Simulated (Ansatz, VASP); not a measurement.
# MgSi: VASP beside Ansatz

Contents of INCAR:

```
PREC = Accurate
ENCUT = 520
EDIFF = 1E-7
ISMEAR = -1
SIGMA = 0.05
LREAL = False
LASPH = True
NELM = 60
ALGO = Normal
ISIF = 2
LWAVE = False
LCHARG = False
GGA = PS
NBANDS = 10
```

The input KPOINTS:

```
Automatic mesh
0
Gamma
  9 9 7
```

The input POSCAR:

```
MgSi
1.0
    2.9276554487      0.0000000000      0.0000000000
    0.0000000000      2.9276554487      0.0000000000
    0.0000000000      0.0000000000      4.1306028052
Si Mg
1 1
Direct
    0.5000000000      0.5000000000      0.5000000000
    0.0000000000      0.0000000000      0.0000000000
```

Contents of input.yaml:

```yaml
crystal:
  lattice:
    - [2.9276554487, 0.0, 0.0]
    - [0.0, 2.9276554487, 0.0]
    - [0.0, 0.0, 4.1306028052]
  atoms:
    - { symbol: Si, position: [0.5, 0.5, 0.5] }
    - { symbol: Mg, position: [0.0, 0.0, 0.0] }
hamiltonian:
  xc: pbesol
  pseudopotentials: { kind: paw }
kpoints:
  mp_grid: { grid: [9, 9, 7] }
scf:
  occupations: { method: fermi_dirac, width: 0.05 }
output:
  forces: true
  stress: true
  eigenvalues: true
```

Change from the starting cell: volume scaled by 1.02.

Alike in both runs: task single point; functional PBEsol; k mesh 9 × 9 × 7; occupations fermi-dirac, width 0.05 eV; no spin polarisation.

```csv
,VASP,Ansatz
version,VASP 6.6.1,Ansatz 0.2.0
potentials or method,"VASP PAW PBE potentials, release 64 (Si, Mg)",Ansatz PAW
plane-wave cutoff (eV),520,420
valence electrons in the cell,6,14
```

```tsv
	VASP	Ansatz	Ansatz less VASP
gap on the k mesh at the Fermi level (eV)	none	none	-
pressure (GPa)	-2.7	-2.6	+0.04
largest component of the traceless stress (GPa)	4.13	4.10	-0.035
```

A gap of «none» marks a metal or a gap that the smearing closes. The two sets of potentials don't hold the same shells in valence.

Caveats: the PAW data sets were made with another functional, which shifts forces and pressure a little (VASP); the PAW data sets come from PBE, with cores solved anew for the run's functional, which leaves a small shift of forces and pressure (Ansatz).
